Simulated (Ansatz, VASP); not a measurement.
## Hf in VASP and in Ansatz

```
CELL_PARAMETERS angstrom
-1.77340 1.77340 1.77340
1.77340 -1.77340 1.77340
1.77340 1.77340 -1.77340
ATOMIC_POSITIONS crystal
Hf 0.00000 0.00000 0.00000
```

Alike in both runs: task single point; functional PBE; k mesh 8 × 8 × 8; occupations gaussian, width 0.05 eV; no spin polarisation.

|  | VASP | Ansatz |
| --- | --- | --- |
| version | VASP 6.6.1 | Ansatz 0.2.0 |
| potentials or method | VASP PAW PBE potentials, release 64 (Hf_pv) | scalar-relativistic, plane waves, PAW |
| plane-wave cutoff (eV) | 520 | 600 |
| valence electrons in the cell | 10 | 26 |

```tsv
	VASP	Ansatz	Ansatz less VASP
gap on the k mesh at the Fermi level (eV)	none	none	-
pressure (GPa)	-0.6	-0.3	+0.31
```

A gap of «none» marks a metal or a gap that the smearing closes. The two sets of potentials don't hold the same shells in valence.

The runs have no spin-orbit coupling, so splittings on Hf are missing.
